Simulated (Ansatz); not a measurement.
The elements of this relaxed trial crystal are hidden behind letters.

```
lattice vectors (Å)
   5.5745    0.0000    0.0000
  -2.7873    4.8277    0.0000
   0.0000    0.0000    4.7220
fractional positions
X 0.3333 0.6667 0.7500
X 0.6667 0.3333 0.2500
Z 0.8341 0.6682 0.7500
Z 0.1659 0.3318 0.2500
Z 0.3318 0.1659 0.7500
Z 0.6682 0.8341 0.2500
Z 0.1659 0.8341 0.2500
Z 0.8341 0.1659 0.7500
```

Theory: Ansatz 0.2.0, DFT PBE, scalar-relativistic, plane waves, PAW. Plane waves to 420 eV, a 12×12×8 mesh through Γ for the 8-atom cell and 0.10 eV Gaussian smearing; no spin polarisation.

- Space group: P6_3/mmc (No. 194)
- Conventional cell: a = 5.575 Å, c = 4.722 Å
- Volume per atom: 15.88 Å³
- Density: 3.37 g/cm³
- Formation energy: −0.32 eV/atom
- Gap on the 12×12×8 mesh of the 8-atom cell: 0 eV (a metal)

Energies are uncorrected and count from the elements' standard states at the same level.

Problem. X is a d-block element of period 4 and Z is a p-block element of period 3. Which elements are they?

Solution. X = Ti, Z = Al, so the formula is TiAl3, here in the Ni3Sn (D0_19) type. Density times volume gives a mean mass of 3.37 × 15.88/1.6605 = 32.2 u per atom, and this set has 32.2 u. Among the elements that the hints allow, noble gases aside, only these give it. Around Ti lie 12 Al at 2.79–2.86 Å; Al is surrounded by 8 Al at 2.77–2.85 Å and 4 Ti at 2.79–2.86 Å.

A structure relaxed within its symmetry needn't be a true minimum.
